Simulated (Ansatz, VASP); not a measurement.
Zr in VASP and in Ansatz

```
Zr
1.0
     0.00000    2.76782    2.76782
     2.76782    0.00000    2.76782
     2.76782    2.76782    0.00000
Zr
2
Direct
  0.87500 0.87500 0.87500
  0.12500 0.12500 0.12500
```

Alike in both runs: functional PBE; k mesh 12 × 12 × 12; occupations fermi-dirac, width 0.08 eV; no spin polarisation.

Ansatz relaxed the structure, and its values are those at the end. VASP's run is a single point on that final structure, the one shown.

```csv
,VASP,Ansatz
version,VASP 6.6.1,Ansatz 0.2.0
potentials or method,"VASP PAW PBE potentials, release 64 (Zr_sv), cutoff 520 eV","all-electron LAPW, scalar-relativistic"
```

```csv
,VASP,Ansatz,Ansatz less VASP
pressure (GPa),26.6,26.0,-0.60
```

Ansatz ran all-electron here, so the differences hold the error of VASP's frozen core and of both bases.

Caveats: so large a pressure means that the cell lies far from this level's equilibrium, or that cutoff or potentials fall short (VASP).
